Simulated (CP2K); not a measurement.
The system is MoSe2.

```
Mo Se
1.0
     3.28800    0.00000    0.00000
    -1.64400    2.84749    0.00000
     0.00000    0.00000   12.90000
Mo Se
2 4
Cartesian
  1.6440 0.9492 9.6750
  0.0000 1.8983 3.2250
  1.6440 0.9492 4.8375
  0.0000 1.8983 11.2875
  1.6440 0.9492 1.6125
  0.0000 1.8983 8.0625
```

Base run:

| Quantity | Value |
| --- | --- |
| Program | CP2K 2026.2 |
| Functional | RPBE |
| Potentials or basis | POTENTIAL_UZH Mo GTH-PBE-q14, Se GTH-PBE-q6; DZVP-MOLOPT-PBE-GTH basis |
| Density cutoff | 6123 eV |
| k mesh | 9 × 9 × 2 |
| Occupations | fermi-dirac, width 0.05 eV |
| Spin | no spin polarisation |

Its results: band gap on the k mesh 0.90 eV, indirect (least direct gap 1.39 eV); pressure 12.3 GPa; largest force 1.391 eV/Å.

Task: The run is repeated on the same cell with these changes: dispersion from none to D3. What comes out?

Result: Band gap on the k mesh 0.90 eV, indirect (least direct gap 1.39 eV); pressure 9.1 GPa; largest force 1.417 eV/Å.

Dispersion adds attraction, which lowers the pressure at fixed volume and, as a term added to the energy, leaves the levels alone.

Caveats: the potentials were made for another functional, which shifts forces and pressure; an odd mesh through Γ misses points on the zone boundary, where band edges often lie; the cell's inner coordinates are idealised or old, which leaves forces on the atoms; the basis of atomic orbitals isn't converged, which shifts pressures, moduli and gaps; this functional lacks dispersion, which binds the layers, so the pressure and a relaxed spacing across them are unreliable (some runs).
